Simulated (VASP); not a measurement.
# PbSe (Clausthalite) (Fm-3m) in VASP: further runs, part 2 of 2

VASP 6.6.1.

## (3) Single point, PBE+D4

The input, INCAR:

```
ALGO     = Normal         # electronic algorithm
EDIFF    = 1E-6           # SCF threshold, eV
ENCUT    = 520            # plane-wave cutoff, eV
GGA      = PE             # functional
ISIF     = 2              # what is computed and relaxed
ISMEAR   = -1             # smearing method
IVDW     = 13             # dispersion correction
LASPH    = True           # aspherical terms in the spheres
LCHARG   = True           # write CHGCAR
LELF     = True           # ELF
LREAL    = False          # projectors in reciprocal space
LVHAR    = True         
LWAVE    = False          # write WAVECAR
NBANDS   = 17             # bands
NELM     = 80             # most SCF steps
PREC     = Accurate       # precision mode
SIGMA    = 0.02           # smearing width, eV
```

The input, KPOINTS:

```
k-points
0
Gamma
  6 6 6
```

The input, POSCAR:

```
PbSe
1.0
    0.0000000000      3.0661043214      3.0661043214
    3.0661043214      0.0000000000      3.0661043214
    3.0661043214      3.0661043214      0.0000000000
Pb Se
1 1
Direct
    0.0000000000      0.0000000000      0.0000000000
    0.5000000000      0.5000000000      0.5000000000
```

Potentials or basis: VASP PAW PBE potentials, release 64 (Pb_d, Se).

Launch:

```
cat potpaw_PBE.64/Pb_d/POTCAR potpaw_PBE.64/Se/POTCAR > POTCAR
mpirun -np 1 vasp_std > vasp.out
```

OUTCAR:

```text
EDIFF = 1E-6
   ENCUT = 520
   GGA = PE
   ISIF = 2
   ISMEAR = -1
   IVDW = 13
   LASPH = True
   LREAL = False
   NELM = 80
   PREC = Accurate

 ion  position               nearest neighbor table
   1  0.000  0.000  0.000-   2 3.07   2 3.07   2 3.07   2 3.07   2 3.07   2 3.07
   2  0.500  0.500  0.500-   1 3.07   1 3.07   1 3.07   1 3.07   1 3.07   1 3.07

  LATTYP: Found a face centered cubic cell.
 ALAT       =     6.1322086428

  Lattice vectors:

 A1 = (   0.0000000000,   3.0661043214,   3.0661043214)
 A2 = (   3.0661043214,   0.0000000000,   3.0661043214)
 A3 = (   3.0661043214,   3.0661043214,   0.0000000000)

Analysis of symmetry for initial positions (statically):
=====================================================================
 Subroutine PRICEL returns:
 Original cell was already a primitive cell.

 Routine SETGRP: Setting up the symmetry group for a
 face centered cubic supercell.

 Subroutine GETGRP returns: Found 48 space group operations
 (whereof 48 operations were pure point group operations)
 out of a pool of 48 trial point group operations.

The static configuration has the point symmetry O_h .

Analysis of symmetry for dynamics (positions and initial velocities):
=====================================================================
 Subroutine PRICEL returns:
 Original cell was already a primitive cell.

 Routine SETGRP: Setting up the symmetry group for a
 face centered cubic supercell.

 Subroutine GETGRP returns: Found 48 space group operations
 (whereof 48 operations were pure point group operations)
 out of a pool of 48 trial point group operations.

The dynamic configuration has the point symmetry O_h .

 Subroutine INISYM returns: Found 48 space group operations
 (whereof 48 operations are pure point group operations),
 and found     1 'primitive' translations

----------------------------------------------------------------------------------------

                                     Primitive cell

  volume of cell :      57.6489

  direct lattice vectors                    reciprocal lattice vectors
     0.000000000  3.066104321  3.066104321    -0.163073382  0.163073382  0.163073382
     3.066104321  0.000000000  3.066104321     0.163073382 -0.163073382  0.163073382
     3.066104321  3.066104321  0.000000000     0.163073382  0.163073382 -0.163073382

  length of vectors
     4.336126315  4.336126315  4.336126315     0.282451382  0.282451382  0.282451382

  position of ions in fractional coordinates (direct lattice)
     0.000000000  0.000000000  0.000000000
     0.500000000  0.500000000  0.500000000

  ion indices of the primitive-cell ions
   primitive index   ion index
                 1           1
                 2           2

----------------------------------------------------------------------------------------

 KPOINTS: k-points

Automatic generation of k-mesh.
 Grid dimensions read from file:
 generate k-points for:    6    6    6

 Generating k-lattice:

  Cartesian coordinates                     Fractional coordinates (reciprocal lattice)
    -0.027178897  0.027178897  0.027178897     0.166666667  0.000000000  0.000000000
     0.027178897 -0.027178897  0.027178897     0.000000000  0.166666667  0.000000000
     0.027178897  0.027178897 -0.027178897     0.000000000  0.000000000  0.166666667

  Length of vectors
     0.047075230  0.047075230  0.047075230

  Shift w.r.t. Gamma in fractional coordinates (k-lattice)
     0.000000000  0.000000000  0.000000000

 Subroutine IBZKPT returns following result:
 ===========================================

 Found     16 irreducible k-points:

 Following reciprocal coordinates:
            Coordinates               Weight
  0.000000  0.000000  0.000000      1.000000
  0.166667  0.000000  0.000000      8.000000
  0.333333  0.000000  0.000000      8.000000
  0.500000  0.000000  0.000000      4.000000
  0.166667  0.166667  0.000000      6.000000
  0.333333  0.166667  0.000000     24.000000
[... 8 lines left out ...]
 -0.333333  0.333333  0.166667     24.000000
 -0.333333  0.500000  0.166667     12.000000
   k-points           NKPTS =     16   k-points in BZ     NKDIM =     16   number of bands    NBANDS=     17
   number of dos      NEDOS =    301   number of ions     NIONS =      2
   total plane-waves  NPLWV =  32768
   dimension x,y,z NGX =    32 NGY =   32 NGZ =   32
   dimension x,y,z NGXF=    64 NGYF=   64 NGZF=   64
   ions per type =               1   1
   NGX,Y,Z   is equivalent  to a cutoff of  12.27, 12.27, 12.27 a.u.
   NGXF,Y,Z  is equivalent  to a cutoff of  24.54, 24.54, 24.54 a.u.
 SYSTEM =  unknown system
   PREC   = accura    normal or accurate (medium, high low for compatibility)
   ISTART =      0    job   : 0-new  1-cont  2-samecut
   ICHARG =      2    charge: 1-file 2-atom 10-const
   ISPIN  =      1    spin polarized calculation?
   LNONCOLLINEAR =      F non collinear calculations
   LSORBIT =      F    spin-orbit coupling
   LASPH  =      T    aspherical Exc in radial PAW
   ENCUT  =  520.0 eV  38.22 Ry    6.18 a.u.   8.06  8.06  8.06*2*pi/ulx,y,z
   NELM   =     80;   NELMIN=  2; NELMDL= -5     # of ELM steps
   EDIFF  = 0.1E-05   stopping-criterion for ELM
   LREAL  =      F    real-space projection
   EDIFFG = 0.1E-04   stopping-criterion for IOM
   NSW    =      0    number of steps for IOM
   IBRION =     -1    ionic relax: 0-MD 1-quasi-New 2-CG
   NFREE  =      0    steps in history (QN), initial steepest desc. (CG)
   ISIF   =      2    stress and relaxation
   ISYM   =      2    0-nonsym 1-usesym 2-fastsym
   POTIM  = 0.5000    time-step for ionic-motion
   TEBEG  =    0.0;   TEEND  =   0.0 temperature during run
   PSTRESS=    0.0 pullay stress
   NELECT =      20.0000    total number of electrons
   NUPDOWN=      -1.0000    fix difference up-down
   EMIN   =  10.00;   EMAX   =-10.00  energy-range for DOS
   EFERMI =   0.00;   METHOD = LEGACY
   ISMEAR =    -1;   SIGMA  =   0.02  broadening in eV -4-tet -1-fermi 0-gaus
   EFERMI_NEDOS =   21; number of points for ismear=-14 and -15
   IALGO  =     38    algorithm
   IMIX   =      4    mixing-type and parameters
     AMIX     =   0.40;   BMIX     =  1.00
     AMIX_MAG =   1.60;   BMIX_MAG =  1.00
  volume/ion in A,a.u.               =      28.82       194.52
  Fermi-wavevector in a.u.,A,eV,Ry     =   1.150327  2.173802 18.003933  1.323252
  Thomas-Fermi vector in A             =   2.286991
   LORBIT       =      0    0 simple, 1 ext, 2 COOP (PROOUT), +10 PAW based schemes
   GGA     = PE    functional components
   LHFCALC =     F    Hartree Fock is set to
   AEXX    =    0.0000 exact exchange contribution
   IVDW    =    13    specifies the selected vdW correction
   LEPSILON=     F    determine dielectric tensor
   LRPA    =     F    only Hartree local field effects (RPA)
 non-spin polarized calculation
  energy-cutoff  :      520.00
  volume of cell :       57.65
 maximum number of plane-waves:      1588
   NGX = 17   NGY = 17   NGZ = 17

 number of electron      19.9999998 magnetization

 Free energy of the ion-electron system (eV)
  ---------------------------------------------------
  ext. energy  EPLUGINS =         0.00000000
  ---------------------------------------------------
  free energy    TOTEN  =        -8.18562027 eV

  energy without entropy =       -8.18561473  energy(sigma->0) =       -8.18561750

 E-fermi :   5.1520     XC(G=0):  -9.5067

 val. band max:        4.9968409284   @ k =   0.5000   0.0000   0.0000
 cond. band min:       5.3071166569   @ k =   0.5000   0.0000   0.0000
 fundamental gap:      0.3102757285
 Fermi energy:         5.1519787692

 k-point     1 :       0.0000    0.0000    0.0000
  band No.  band energies     occupation
      1     -11.8247      2.00000
      2     -11.8247      2.00000
      3     -11.8247      2.00000
      4     -11.8206      2.00000
      5     -11.8206      2.00000
      6      -8.5488      2.00000
[... 9 lines left out ...]
     16      11.5296      0.00000
     17      13.1911      0.00000
[... 281 lines left out ...]
 k-point    16 :      -0.3333    0.5000    0.1667
  band No.  band energies     occupation
      1     -11.9197      2.00000
      2     -11.8278      2.00000
      3     -11.8150      2.00000
      4     -11.7971      2.00000
      5     -11.7810      2.00000
      6      -7.1123      2.00000
[... 9 lines left out ...]
     16      16.6461      0.00000
     17      17.6464      0.00000

------------------------ aborting loop because EDIFF is reached ----------------------------------------

  DFT-D4 for vdW energy calculation

  Edisp (eV):   -0.79432

  FORCE on cell =-STRESS in cart. coord.  units (eV):
  Direction    XX          YY          ZZ          XY          YZ          ZX
  --------------------------------------------------------------------------------------
  -------------------------------------------------------------------------------------
  Total      -0.00936    -0.00936    -0.00936     0.00000     0.00000     0.00000
  in kB      -0.26000    -0.26000    -0.26000     0.00000     0.00000     0.00000
  external pressure =       -0.26 kB  Pullay stress =        0.00 kB

 VOLUME and BASIS-vectors are now :
 -----------------------------------------------------------------------------
  energy-cutoff  :      520.00
  volume of cell :       57.65
      direct lattice vectors                 reciprocal lattice vectors
     0.000000000  3.066104321  3.066104321    -0.163073382  0.163073382  0.163073382
     3.066104321  0.000000000  3.066104321     0.163073382 -0.163073382  0.163073382
     3.066104321  3.066104321  0.000000000     0.163073382  0.163073382 -0.163073382

 POSITION                                       TOTAL-FORCE (eV/Angst)
 -----------------------------------------------------------------------------------
      0.00000      0.00000      0.00000        -0.000000      0.000000     -0.000000
      3.06610      3.06610      3.06610         0.000000     -0.000000      0.000000
 -----------------------------------------------------------------------------------
    total drift:                                0.000000     -0.000000     -0.000000

  FREE ENERGIE OF THE ION-ELECTRON SYSTEM (eV)
  ---------------------------------------------------
  free  energy   TOTEN  =        -8.9799358511 eV

  energy  without entropy=       -8.9799303036  energy(sigma->0) =       -8.97993308
```

It took 7.4 s on 1 thread of AMD EPYC 9R45 (Zen 5), shared host; peak memory 0.15 GiB.

Results:

```
Free energy                : -8.9799 eV
Pressure                   : 0.0 GPa
Band gap on the k mesh     : 0.31 eV, direct
Dispersion energy per atom : -0.397 eV
```

Caveat: spin-orbit coupling is left out, which moves the levels of the heavy elements.

## (4) Against experiment

Step 2. A measured gap of PbSe is 0.15 eV (direct; 4.2 K; a printed reference work, monograph); the calculated 0.31 eV misses it by +0.16 eV. 2 values of this kind are on record (0.15 to 0.28 eV); this one was drawn at random. Spin-orbit coupling on Pb, Se is left out. The value is that of PBE+D3(BJ) on a finite k mesh, which can miss the band edges, without temperature or zero-point motion.

Step 3. Measured gap of PbSe: 0.15 eV (direct; 4.2 K; a printed reference work, monograph). This calculation gives 0.31 eV (+0.16 eV). 2 values of this kind are on record (0.15 to 0.28 eV); this one was drawn at random. Spin-orbit coupling on Pb, Se is left out. The value is that of PBE+D4 on a finite k mesh, which can miss the band edges, without temperature or zero-point motion.
